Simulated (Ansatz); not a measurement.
H started in the widest void in diamond, 129 atoms, charge −1

All numbers come from Ansatz (PAW, plane waves, no spin–orbit coupling) at the single k point (¼, ¼, ¼) without its symmetry partners. The atoms were relaxed with PBEsol in a fixed cell; other functionals are single points on those atoms unless said otherwise. The valence top and gap of the host come from its small cell on a dense mesh, with the band extrema sought between the mesh points, lined up by the mean potential, PBEsol gap 4.03 eV, HSE06 gap 5.31 eV. The charge correction uses an assumed dielectric constant of 5.7.

Cell: a = 10.052 Å, b = 10.052 Å, c = 10.052 Å, α = 60.00°, β = 60.00°, γ = 60.00°.

Nearest atoms after relaxation, from the placed atom (for vacancies from the middle of the vacant sites): C at 1.49 Å, C at 1.50 Å, C at 1.50 Å, C at 1.54 Å, C at 1.79 Å, C at 1.79 Å, C at 1.79 Å, C at 1.81 Å.

Chemical potentials μ are those of reference phases of the elements at zero temperature by the same functional (the usual solids, diamond for C, grey Sn, and the molecules H2, N2, O2, F2, Cl2, Br2 and S8).

```tsv
functional	E(defect) − E(host) − Σ nμ + q·E_VBM (eV)	monopole (eV)	alignment (eV)	formation energy at E_F = VBM (eV)	moment (μB)	wall time, shared host
PBEsol	8.86	0.41	-0.05	9.22	0 (no spin)	2.1 min on 7 threads of Neoverse-V2 (relaxation)
HSE06	10.36	0.41	-0.04	10.73	0 (no spin)	7.3 min on 7 threads of Neoverse-V2
```

HSE06 one-electron levels near the gap (the ten most localised at most), from the host's valence top, not corrected for the charge's images:

| level (eV) | spin | filling | atoms sharing it | element of the atom with most weight |
| --- | --- | --- | --- | --- |
| -0.25 | both | 2.00 | 123.8 | spread |
| -0.25 | both | 2.00 | 124.6 | spread |
| 3.43 | both | 2.00 | 9.6 | H |

One k point and a cell of this size can leave errors of several tenths of an eV in such numbers.
